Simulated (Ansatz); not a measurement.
## Cu₃Au: all-electron results

```
Cu Au
1.0
     3.74000    0.00000    0.00000
     0.00000    3.74000    0.00000
     0.00000    0.00000    3.74000
Cu Au
3 1
Direct
  0.00000 0.50000 0.50000
  0.50000 0.00000 0.50000
  0.50000 0.50000 0.00000
  0.00000 0.00000 0.00000
```

Atom numbers follow the list: Cu1, Cu2, Cu3, Au4.

The geometry is COD entry 9013496, unchecked; take it as a test cell.

Spin–orbit coupling is left out, though it moves levels of the heavy atoms by tenths of an eV or more.

All numbers are computed: DFT, LDA, all-electron LAPW, scalar-relativistic (Ansatz 0.2.0); DFT, LDA, PAW with Ansatz's default frozen-core files, scalar-relativistic (Ansatz 0.2.0).

For LAPW: a Γ-centred 9×9×9 k mesh, Fermi–Dirac smearing of 0.08 eV, basis error target 1 meV/atom, no spin polarisation. PAW takes a cutoff of 420 eV at this cell (files made with PBE, cores remade for this functional). The Ansatz runs share mesh, smearing and spin set-up. Values come from LAPW unless marked.

```json
{
 "Pressure at this cell": "-9.12 GPa",
 "Band gap": "none: bands cross the Fermi level, a metal",
 "Density of states at the Fermi level (0.2 eV bin)": "0.85 states/eV per cell",
 "Löwdin charges (with 0.63 e of the cell spilling out of the atomic basis, so their sizes and signs hang on that basis)": "Cu1 0.17, Au4 0.12 e",
 "Bader charges (from the PAW run)": "Cu1 +0.16, Au4 -0.49 e",
 "Volume per atom": "13.08 Å³"
}
```
